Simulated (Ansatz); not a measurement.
SnO, DFT, PBE, all-electron PAW with datasets made for the crystal, scalar-relativistic (Ansatz 0.2.0), run on 1 thread of Arm Neoverse V1 on a shared host.

The cell was built from the zincblende type and relaxed in the same program, and has space group F-43m; it needn't be a known or the stable phase.

Command: `ansatz run input.yaml --threads 1 --pin off --max-ram 2048MiB --backend cpu --events-out ev --progress --plain --runs-dir out`

```yaml
crystal:
  lattice:
    - [0.0, 2.7375941698, 2.7375941698]
    - [2.7375941698, 0.0, 2.7375941698]
    - [2.7375941698, 2.7375941698, 0.0]
  atoms:
    - { symbol: Sn, position: [0.0, 0.0, 0.0] }
    - { symbol: O, position: [0.25, 0.25, 0.25] }
kpoints:
  mp_grid: { grid: [12, 12, 12] }
  band_path:
    path:
      - [0.0, 0.0, 0.0]
      - [-0.5, -0.5, 0.0]
      - [-0.375, -0.375, 0.25]
      - [-0.375, 0.0, 0.375]
      - [0.0, 0.0, 0.0]
      - [0.0, 0.0, 0.5]
      - [-0.5, -0.25, 0.25]
      - [-0.5, -0.5, 0.0]
    npoints: 8
scf:
  occupations: { method: fermi_dirac, width: 0.08 }
hamiltonian:
  xc: pbe
  pseudopotentials: { kind: all_electron, datasets: crystal }
output:
  forces: true
  stress: true
  eigenvalues: true
  efg: { contact_densities: true }
```

(1) How large is the problem that the program sets up?

(2) Estimate the wall time and the peak memory.

(3) And the same cell and mesh by LAPW (all electrons), asked for forces, stress, eigenvalues, populations, dos and the same band path, on the same hardware?

(4) And the same cell and mesh by PAW (frozen-core files), asked for forces, stress, eigenvalues, efg, populations, bader, dos, write_density, write_potential, elf and the same band path, on the same hardware?

## Answers

(1) 72 irreducible k-points, 531 plane waves at Γ, 14 bands.

(2) 20 s of wall time for 10 SCF iterations, with a peak of 0.52 GiB. Times on shared machines scatter by tens of per cent.

(3) 34 s, peak memory 0.35 GiB.

(4) 22 s, peak memory 0.39 GiB.
